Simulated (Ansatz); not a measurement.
# Cu2O: the cost of one run

Computed with Ansatz 0.2.0 (DFT PBE, scalar-relativistic, plane waves, PAW, unless a step's input says otherwise).

**1. The starting structure**

Symmetry: Pn-3m, No. 224, cubic system. Conventional cell: a = 4.247 Å, b = 4.247 Å, c = 4.247 Å, α = 90.00°, β = 90.00°, γ = 90.00°. Cu (site symmetry -3m) has 2 O at 1.84 Å as nearest neighbours. O (site symmetry -43m) has 4 Cu at 1.84 Å as nearest neighbours.

Coordinates:

```xyz
6
Lattice="4.2467 0.0000 0.0000 0.0000 4.2467 0.0000 0.0000 0.0000 4.2467" Properties=species:S:1:pos:R:3 pbc="T T T"
Cu    1.0617    1.0617    3.1850
Cu    3.1850    1.0617    1.0617
Cu    1.0617    3.1850    1.0617
Cu    3.1850    3.1850    3.1850
O     2.1233    2.1233    2.1233
O     0.0000    0.0000    0.0000
```

Source of the structure: the Materials Project (structure only).

(A quick probe on a coarse mesh, which set the mesh and smearing, is not shown.)

**3. The relaxation**

Input file input.yaml:

```yaml
crystal:
  lattice:
    - [4.24669932, 0.0, 0.0]
    - [0.0, 4.24669932, 0.0]
    - [0.0, 0.0, 4.24669932]
  atoms:
    - { symbol: Cu, position: [0.25, 0.25, 0.75] }
    - { symbol: Cu, position: [0.75, 0.25, 0.25] }
    - { symbol: Cu, position: [0.25, 0.75, 0.25] }
    - { symbol: Cu, position: [0.75, 0.75, 0.75] }
    - { symbol: O, position: [0.5, 0.5, 0.5] }
    - { symbol: O, position: [0.0, 0.0, 0.0] }
basis:
  ecutwfc: 420
kpoints:
  mp_grid: { grid: [8, 8, 8] }
hamiltonian:
  xc: pbe
scf:
  occupations: { method: gaussian, width: 0.02 }
output:
  forces: true
  stress: true
  eigenvalues: true
  write_density: true
  write_potential: true
  elf: true
  volumetric_format: npy
relax:
  adjacent_minimum: "off"
  f_tol: 0.005
  max_steps: 80
  cell: { stress_tol: 0.05 }
```

The run is started by

```bash
> ansatz run input.yaml --threads 4 --pin off --max-ram 8192MiB --backend cpu --events-out ev --progress --plain --runs-dir out
```

Q: Estimate wall time and peak memory on 4 threads of Intel Xeon at 2.70GHz, shared host.

About 28 s, with a peak of 0.52 GiB.
